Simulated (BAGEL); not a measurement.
# CHF3 (trifluoromethane): a chain of runs

Wanted: the energy (HF/cc-pVDZ), then a single-point energy (NEVPT2(2,2)/cc-pVDZ), then a single-point energy (CASPT2(2,2)/cc-pVDZ) of CHF3 (trifluoromethane). 

The results are computed with BAGEL 1.2.2.

1 further run of the same task is left out (set aside as unsound or not needed).

### 1 The molecule

CHF3: 5 atoms, total charge 0, spin state singlet. As SMILES, `FC(F)F`. The C2–H5 distance was set to 2.076 Å, away from the relaxed value. At this shape a bond of the SMILES string is far longer than usual.

Bond lengths: F1–C2 1.331 Å, C2–F3 1.331 Å, C2–F4 1.331 Å. Angles: F1–C2–F3 108.5°, F1–C2–F4 108.5°, F3–C2–F4 108.5°.

### 2 The energy at HF/cc-pVDZ (density fitting with svp-jkfit) (run 1)

The input, hf.json:

```json
{ "bagel": [

{
  "title": "molecule",
  "basis": "cc-pvdz.json",
  "df_basis": "svp-jkfit",
  "angstrom": true,
  "geometry": [
    { "atom": "F", "xyz": [      -0.988044,      -1.252997,       0.967541 ] },
    { "atom": "C", "xyz": [      -0.299894,      -0.866937,      -0.104829 ] },
    { "atom": "F", "xyz": [       0.727956,      -1.697067,      -0.269119 ] },
    { "atom": "F", "xyz": [      -1.091964,      -0.958387,      -1.171069 ] },
    { "atom": "H", "xyz": [       0.374370,       1.082210,       0.130870 ] }
  ]
},

{ "title": "hf" },

{ "title": "print", "file": "orbitals.molden", "orbitals": true }

]}
```

The basis set cc-pVDZ is read from a file made from the Basis Set Exchange's data (not shown).

The run is started by

```
$ BAGEL_NUM_THREADS=1 BAGEL hf.json > hf.out
```

The log of the run:

```text
* using 1 threads per process

  ===============================================================
  ===============================================================

  *** Geometry ***

  { "atom" : "F", "xyz" : [     -1.867133,     -2.367821,      1.828388 ] },
  { "atom" : "C", "xyz" : [     -0.566718,     -1.638273,     -0.198098 ] },
  { "atom" : "F", "xyz" : [      1.375637,     -3.206992,     -0.508561 ] },
  { "atom" : "F", "xyz" : [     -2.063513,     -1.811089,     -2.213000 ] },
  { "atom" : "H", "xyz" : [      0.707457,      2.045081,      0.247308 ] },

  Number of auxiliary basis functions:      324

  Since a DF basis is specified, we compute 2- and 3-index integrals:
    o Being stored without compression. Storage requirement is 0.010 GB

  Number of basis functions:       61
  Number of electrons      :       34

    * METHOD: MOLECULE                             0.05

  *** RHF ***

  === Nuclear Repulsion ===
   130.4636841778

      * DIIS with orbital gradients will be used.

  === RHF iteration (cc-pvdz.json) ===
      0       -336.37737498          0.02339942           0.01
      1       -336.51963685          0.01671376           0.01
      2       -336.60959342          0.00135149           0.01
      3       -336.61117322          0.00048851           0.01
      4       -336.61132226          0.00014611           0.01
      5       -336.61134362          0.00003503           0.01
      6       -336.61134483          0.00000677           0.01
      7       -336.61134487          0.00000128           0.01
      8       -336.61134487          0.00000032           0.01
      9       -336.61134487          0.00000004           0.01
     10       -336.61134487          0.00000002           0.01
     11       -336.61134487          0.00000001           0.01
    * SCF iteration converged.

    * Permanent dipole moment:
           (   -0.108296,    -0.313033,    -0.037878) a.u.

    * METHOD: HF                                   0.14

    * METHOD: PRINT                                0.01

  ===============================================================
```

Run time: 0.36 s. Hardware: 1 thread of AMD EPYC 9R45 (Zen 5), shared host; peak memory 0.15 GiB.

### 3 A single-point energy at NEVPT2(2,2)/cc-pVDZ (density fitting with svp-jkfit) (run 2)

The input, input.json:

```json
{ "bagel": [

{
  "title": "molecule",
  "basis": "cc-pvdz.json",
  "df_basis": "svp-jkfit",
  "angstrom": true,
  "geometry": [
    { "atom": "F", "xyz": [      -0.988044,      -1.252997,       0.967541 ] },
    { "atom": "C", "xyz": [      -0.299894,      -0.866937,      -0.104829 ] },
    { "atom": "F", "xyz": [       0.727956,      -1.697067,      -0.269119 ] },
    { "atom": "F", "xyz": [      -1.091964,      -0.958387,      -1.171069 ] },
    { "atom": "H", "xyz": [       0.374370,       1.082210,       0.130870 ] }
  ]
},

{ "title": "hf" },

{ "title": "casscf", "nstate": 1, "nact": 2, "nclosed": 16, "active": [17, 18], "maxiter": 200, "natocc": true },

{ "title": "nevpt2", "nstate": 1, "nact": 2, "nclosed": 16, "active": [17, 18], "maxiter": 200, "natocc": true, "ncore": 4 },

{ "title": "print", "file": "orbitals.molden", "orbitals": true }

]}
```

The basis set cc-pVDZ is read from a file made from the Basis Set Exchange's data (not shown).

The run is started by

```
$ BAGEL_NUM_THREADS=1 BAGEL input.json > input.out
```

The log of the run:

```text
* using 1 threads per process

  ===============================================================
  ===============================================================

  *** Geometry ***

[... 29 lines left out ...]
    * SCF iteration converged.
[... 1 line left out ...]
    * Permanent dipole moment:
[... 27 lines left out ...]
    * Second-order optimization converged. *
[... 9 lines left out ...]
     * ci vector, state   0, <S^2> = 0.0000
[... 3 lines left out ...]
    * METHOD: CASSCF                               0.38

    * freezing 4 orbitals

  === DF-NEVPT2 calculation ===

    * 3-index integral transformation done
    * assembly done

      NEVPT2 correlation energy:   -0.6696578394      0.04

          (+0)     -0.6077744931
          (+0)'    -0.0086552902
          (+1)     -0.0245580514
          (+1)'    -0.0000000000
          (+2)     -0.0003072560
          (-1)     -0.0259320807
          (-1)'     0.0000000000
          (-2)     -0.0024306681

      NEVPT2 total energy:       -337.3491293695

    * METHOD: NEVPT2                               0.07

    * METHOD: PRINT                                0.01

  ===============================================================
```

Run time: 0.8 s. Hardware: 1 thread of AMD EPYC 9R45 (Zen 5), shared host; peak memory 0.15 GiB.

### 4 The energy at CASPT2(2,2)/cc-pVDZ (density fitting with svp-jkfit) (run 3)

The input, calc.json:

```json
{ "bagel": [

{
  "title": "molecule",
  "basis": "cc-pvdz.json",
  "df_basis": "svp-jkfit",
  "angstrom": "true",
  "geometry": [
    { "atom": "F", "xyz": [      -0.988044,      -1.252997,       0.967541 ] },
    { "atom": "C", "xyz": [      -0.299894,      -0.866937,      -0.104829 ] },
    { "atom": "F", "xyz": [       0.727956,      -1.697067,      -0.269119 ] },
    { "atom": "F", "xyz": [      -1.091964,      -0.958387,      -1.171069 ] },
    { "atom": "H", "xyz": [       0.374370,       1.082210,       0.130870 ] }
  ]
},

{ "title": "hf" },

{ "title": "casscf", "nstate": 1, "nact": 2, "nclosed": 16, "active": [17, 18], "maxiter": 200, "natocc": "true" },

{ "title": "print", "file": "orbitals.molden", "orbitals": "true" },

{ "title": "smith", "method": "caspt2", "ms": "true", "xms": "true", "sssr": "true", "shift": 0.2, "shift_imag": "true", "ncore": 4 }

]}
```

The basis set cc-pVDZ is read from a file made from the Basis Set Exchange's data (not shown).

The run is started by

```
$ BAGEL_NUM_THREADS=1 BAGEL calc.json > calc.out
```

The log of the run:

```text
* using 1 threads per process

  ===============================================================
  ===============================================================

  *** Geometry ***

[... 31 lines left out ...]
    * Permanent dipole moment:
[... 37 lines left out ...]
     * ci vector, state   0, <S^2> = 0.0000
[... 21 lines left out ...]
       #      aibj      arbs      arbi      airj      risj      airs      arst      rist         Etot      error   time
[... 8 lines left out ...]
      ------------------------------------------------------------------------------------------------------------------

    * CASPT2 energy : state  0     -337.3551472198
        w/o shift correction       -337.3535718761
        reference weight              0.8714235903

    * METHOD: SMITH                                0.17

  ===============================================================
```

Run time: 0.9 s. Hardware: 1 thread of AMD EPYC 9R45 (Zen 5), shared host; peak memory 0.15 GiB.

### 5 Summary of results

| quantity | value |
| --- | --- |
| run 1, HF/cc-pVDZ: total energy | -336.61134 Eh |
| run 1, HF/cc-pVDZ: dipole moment | 0.85 D |
| run 1, HF/cc-pVDZ: HOMO energy | -11.54 eV |
| run 1, HF/cc-pVDZ: LUMO energy | 0.32 eV |
| run 1, HF/cc-pVDZ: HOMO–LUMO gap | 11.86 eV |
| run 2, NEVPT2(2,2)/cc-pVDZ: total energy | -337.34913 Eh |
| run 3, CASPT2(2,2)/cc-pVDZ: total energy | -337.35515 Eh |
